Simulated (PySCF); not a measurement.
# C4H8 (1-butene) at 6 levels

We compute a comparison of 6 runs (HF/STO-3G, HF/3-21G, B3LYP/6-31G*, PBE0/def2-SVP, PBE/def2-TZVP) of C4H8 (1-butene). Input form: a Python script.

Program for the calculation: PySCF 2.14.0.

## (1) The structure to begin with

C4H8: 12 atoms, total charge 0, spin state singlet. SMILES: `C=CCC`. The shape is that of a PBE0-D4/def2-TZVP optimisation. This is one conformer, not always the lowest.

Bond lengths: C1–C2 1.325 Å, C2–C3 1.492 Å, C3–C4 1.525 Å, C1–H5 1.086 Å, C1–H6 1.084 Å, C2–H7 1.090 Å, C3–H8 1.094 Å, C3–H9 1.097 Å, C4–H10 1.093 Å, C4–H11 1.092 Å, C4–H12 1.092 Å. Some angles: C1–C2–C3 125.3°, C2–C3–C4 112.5°, C1–C2–H7 118.9°, C3–C2–H7 115.8°, C2–C1–H5 121.3°, C2–C1–H6 121.7°, C2–C3–H8 109.5°, C2–C3–H9 109.0°, C4–C3–H8 110.2°, C4–C3–H9 108.9°.

## (2) Energy and forces at HF/STO-3G (run 1)

Input file input.xyz:

```xyz
12
C4H8
C     -0.102800     1.905000     0.560800
C      0.327700     0.889700    -0.174300
C     -0.446000    -0.352500    -0.465500
C      0.258200    -1.608200     0.036200
H     -1.092900     1.899200     1.007100
H      0.512900     2.778300     0.742300
H      1.330000     0.935100    -0.599700
H     -1.442300    -0.274800    -0.019600
H     -0.593000    -0.436900    -1.549400
H      1.253200    -1.704600    -0.406500
H      0.380200    -1.579000     1.121300
H     -0.308300    -2.506700    -0.218800
```

Input file input.py:

```python
import pyscf.grad
from pyscf import gto, scf

mol = gto.M(
    atom='input.xyz',
    charge=0,
    max_memory=1860,
    verbose=4,
    basis='sto-3g',
)

myscf = scf.RHF(mol)
myscf.conv_tol = 1e-10
myscf.kernel()
if not myscf.converged:
    myscf = myscf.newton().run(myscf.mo_coeff, myscf.mo_occ)

e_final = myscf.e_tot
print('E = %.10f Eh' % e_final)
grad = myscf.Gradients().kernel()
myscf.analyze()
```

Launch:

```
$ OMP_NUM_THREADS=1 python input.py
```

Standard output:

```text
PySCF version 2.14.0

[... 83 lines left out ...]
DFT Exchange-Correlation Energy =      -23.632010529312396
[... 8 lines left out ...]
MO #7   energy= -0.815044083974943 occ= 2
[... 6 lines left out ...]
MO #14  energy= -0.447753629530622 occ= 2
[... 6 lines left out ...]
MO #21  energy= 0.698799534975354  occ= 0
[... 6 lines left out ...]
MO #28  energy= 1.04131059154221   occ= 0
[... 43 lines left out ...]
Dipole moment(X, Y, Z, Debye):  0.00915, -0.24749, -0.11371
```

It took 3.9 s on 1 thread of Intel Xeon at 2.50GHz (Skylake/Cascade Lake), shared host; peak memory 0.12 GiB.

## (3) Energy and forces at HF/3-21G (run 2)

Input file input.py:

```python
# C=CCC
import pyscf.grad
from pyscf import gto

mol = gto.Mole()
mol.atom = '''
C       -0.102800       1.905000       0.560800
C        0.327700       0.889700      -0.174300
C       -0.446000      -0.352500      -0.465500
C        0.258200      -1.608200       0.036200
H       -1.092900       1.899200       1.007100
H        0.512900       2.778300       0.742300
H        1.330000       0.935100      -0.599700
H       -1.442300      -0.274800      -0.019600
H       -0.593000      -0.436900      -1.549400
H        1.253200      -1.704600      -0.406500
H        0.380200      -1.579000       1.121300
H       -0.308300      -2.506700      -0.218800
'''
mol.verbose = 3
mol.max_memory = 1860
mol.basis = '3-21g'
mol.spin = 0
mol.build()

calc0 = mol.RHF()
calc0.conv_tol = 1e-10
calc0.kernel()
if not calc0.converged:
    calc0 = calc0.newton().run(calc0.mo_coeff, calc0.mo_occ)

etot = calc0.e_tot
print('E(%s) = %.9f' % ('HF', etot))
grad = calc0.Gradients().kernel()
dip = calc0.dip_moment()
pop, q = calc0.mulliken_pop()
```

Launch:

```
$ OMP_NUM_THREADS=1 python input.py
```

Standard output:

```text
converged SCF energy = -155.242165996592
[... 9 lines left out ...]
Dipole moment(X, Y, Z, Debye):  0.01699, -0.28497, -0.11492
[... 65 lines left out ...]
charge of   11H =      0.20079
```

Run time: 4.5 s. Hardware: 1 thread of Intel Xeon at 2.50GHz (Skylake/Cascade Lake), shared host; peak memory 0.12 GiB.

Runs 3 to 5 aren't shown in full; the table further down has their settings and results.

## (4) Energy and forces at PBE/def2-TZVP (run 6)

Input file job.py:

```python
import pyscf.grad
from pyscf import gto, dft

system = gto.M(
    atom='''
C     -0.102800     1.905000     0.560800
C      0.327700     0.889700    -0.174300
C     -0.446000    -0.352500    -0.465500
C      0.258200    -1.608200     0.036200
H     -1.092900     1.899200     1.007100
H      0.512900     2.778300     0.742300
H      1.330000     0.935100    -0.599700
H     -1.442300    -0.274800    -0.019600
H     -0.593000    -0.436900    -1.549400
H      1.253200    -1.704600    -0.406500
H      0.380200    -1.579000     1.121300
H     -0.308300    -2.506700    -0.218800
''',
    spin=0,
    basis='def2-tzvp',
    verbose=4,
    max_memory=1860,
)

mf = dft.RKS(system, xc='pbe')
mf.conv_tol = 1e-10
mf.grids.level = 5
mf.kernel()
if not mf.converged:
    mf = mf.newton().run(mf.mo_coeff, mf.mo_occ)

e_final = mf.e_tot
print('E = %.10f Eh' % e_final)
grad = mf.Gradients().kernel()
mf.analyze()
```

Launch:

```
$ OMP_NUM_THREADS=1 python job.py
```

Standard output:

```text
PySCF version 2.14.0

[... 124 lines left out ...]
MO #17  energy= -0.0238119584789729 occ= 0
[... 30 lines left out ...]
MO #48  energy= 0.493915868065788  occ= 0
[... 30 lines left out ...]
MO #79  energy= 1.49027409405009   occ= 0
[... 30 lines left out ...]
MO #110 energy= 2.48543201084334   occ= 0
[... 30 lines left out ...]
MO #141 energy= 3.39103982905407   occ= 0
[... 30 lines left out ...]
MO #172 energy= 22.4560547177821   occ= 0
[... 187 lines left out ...]
Dipole moment(X, Y, Z, Debye): -0.02553, -0.38500, -0.18314
```

It took 3.5 min on 1 thread of Intel Xeon at 2.50GHz (Skylake/Cascade Lake), shared host; peak memory 2.3 GiB.

## (5) Overview of the runs

```tsv
run	level	integration grid	Cartesian functions	energy (Eh)	dipole moment (D)	HOMO energy (eV)	LUMO energy (eV)	wall time
1	HF/STO-3G	–	no	-154.238449	0.27	-8.37	8.83	3.9 s
2	HF/3-21G	–	no	-155.242166	0.31	-9.74	5.15	4.5 s
3	B3LYP/6-31G* (spherical functions)	5	no	-157.217686	0.34	-6.82	0.77	55 s
4	B3LYP/6-31G* (Cartesian functions)	5	yes	-157.220716	0.34	-6.82	0.76	57 s
5	PBE0/def2-SVP	5	no	-156.905574	0.39	-7.32	0.63	64 s
6	PBE/def2-TZVP	5	no	-157.045930	0.43	-6.25	-0.65	3.5 min
```

## (6) Summary of results

| quantity | value |
| --- | --- |
| run 6: total energy | -157.04593 Eh |
| run 6: dipole moment | 0.43 D |
| run 6: HOMO energy | -6.25 eV |
| run 6: LUMO energy | -0.65 eV |
| run 6: HOMO–LUMO gap | 5.60 eV |
| run 6: largest force on an atom | 0.370 eV/Å |

What this shows: The dipole moment (its size) runs from 0.27 D (HF/STO-3G) to 0.43 D (PBE/def2-TZVP). The two ends differ in method and basis. The HOMO–LUMO gap runs from 5.60 eV (PBE/def2-TZVP) to 17.20 eV (HF/STO-3G). Totals of different functionals can't be ranked against each other. In run 1 the basis is minimal, so the values are rough. All runs together took 6.6 min, the longest 3.5 min.
